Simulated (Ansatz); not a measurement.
Crystal: Al3Ni2.

```
CELL_PARAMETERS angstrom
3.99420 0.00000 0.00000
-1.99710 3.45907 0.00000
0.00000 0.00000 4.88086
ATOMIC_POSITIONS crystal
Ni 0.66667 0.33333 0.85343
Ni 0.33333 0.66667 0.14657
Al 0.66667 0.33333 0.35192
Al 0.33333 0.66667 0.64808
Al 0.00000 0.00000 0.00000
```

The cell comes from a database or a generator and needn't be the stable form of this composition.

Base run:

```yaml
Program: Ansatz 0.2.0
Functional: PBEsol
Potentials_or_basis: Ansatz PAW
Cutoff: "420 eV (not typed: the program's choice for these potentials)"
k_mesh: 7 × 7 × 5
Occupations: fermi-dirac, width 0.05 eV
Spin: collinear spin, ferromagnetic start
Starting_moments: "[1.25, 1.25, 0.0, 0.0, 0.0] μB"
Fixed_moment: 2.5 μB
```

Its results: pressure 4.5 GPa; site moments Ni +0.62; Al +0.13, +0.12 μB; largest force 0.207 eV/Å.

Q: The run is repeated on the same cell with these changes: fixed moment from 2.5 μB to 0.5 μB; moments at the start from [1.25, 1.25, 0.0, 0.0, 0.0] to [0.25, 0.25, 0.0, 0.0, 0.0]. What comes out?

A: Pressure 0.2 GPa; site moments Ni +0.13; Al +0.02 μB; largest force 0.044 eV/Å.

Caveats: the total moment is fixed, so each spin has its own Fermi level; the PAW data sets come from PBE, with cores solved anew for the run's functional, which leaves a small shift of forces and pressure; the thresholds are loose for stress.
